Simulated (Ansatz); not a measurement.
CdS in the zincblende structure, relaxed with r2SCAN in the plane-wave code Ansatz. The symmetry is F-43m (No. 216, cubic); conventional cell a = 5.878 Å, 25.39 Å³ an atom. Cd has 4 S at 2.55 Å; S has 4 Cd at 2.55 Å.

The axes x, y and z are those of this cell:
```
CELL_PARAMETERS angstrom
0.00000 2.93921 2.93921
2.93921 0.00000 2.93921
2.93921 2.93921 0.00000
ATOMIC_POSITIONS crystal
Cd 0.00000 0.00000 0.00000
S 0.25000 0.25000 0.25000
```

Unstrained: The PBE gap is direct at Γ: 1.095 eV. With r2SCAN the gap is 1.543 eV and direct, at Γ. HSE06 gives a direct gap of 2.106 eV at Γ. Meshes: PBE 8×8×8, r2SCAN 8×8×8, HSE06 6×6×6. Strains are changes of length per length. After each strain the atoms were relaxed again with r2SCAN within the symmetry that the strain leaves, so tilts or polar shifts that break it weren't tested; points keep the names that they have in the unstrained zone. Calculated for a static, non-magnetic cell.

(1) Estimate what uniaxial -1.13 % along [111], other directions held does to the gap.

(2) For epitaxial +3.35 % in the xy plane, how far does the free direction move, and what happens to the gap?

(3) Estimate what uniaxial -0.31 % along x, other directions held does to the gap.

(4) Order the strained cells by their HSE06 gap, smallest first.
A. uniaxial -0.31 % along x, other directions held
B. uniaxial -1.13 % along [111], other directions held
C. epitaxial +3.35 % in the xy plane

Results:

(1) PBE: the gap goes from 1.095 to 1.091 eV (-0.004 eV); with r2SCAN the top three valence levels at Γ, degenerate before, become 1+2 from the top over 42 meV. r2SCAN: the gap goes from 1.543 to 1.539 eV (-0.004 eV). HSE06: the gap goes from 2.106 to 2.105 eV (-0.001 eV). The r2SCAN energy rises by 0.9 meV an atom.

(2) The normal strain at zero normal stress is -5.34 %, 1.59 of the in-plane strain with the sign turned. PBE: the gap goes from 1.095 to 0.915 eV (-0.180 eV); with r2SCAN the top three valence levels at Γ, degenerate before, become 1+2 from the top over 223 meV. r2SCAN: the gap goes from 1.543 to 1.362 eV (-0.181 eV). HSE06: the gap goes from 2.106 to 1.919 eV (-0.187 eV).

(3) PBE: the gap goes from 1.095 to 1.096 eV (+0.001 eV). r2SCAN: the gap goes from 1.543 to 1.543 eV (0.000 eV). HSE06: the gap goes from 2.106 to 2.108 eV (+0.002 eV). The r2SCAN energy rises by 0.0 meV an atom.

(4) C (1.92 eV), B (2.10 eV), A (2.11 eV).

Spin-orbit coupling is left out.

The meshes of the hybrids are coarse, so their gaps aren't converged to the digits shown.

The splittings at Γ are without spin-orbit coupling, which regroups them where it is of like size or larger.
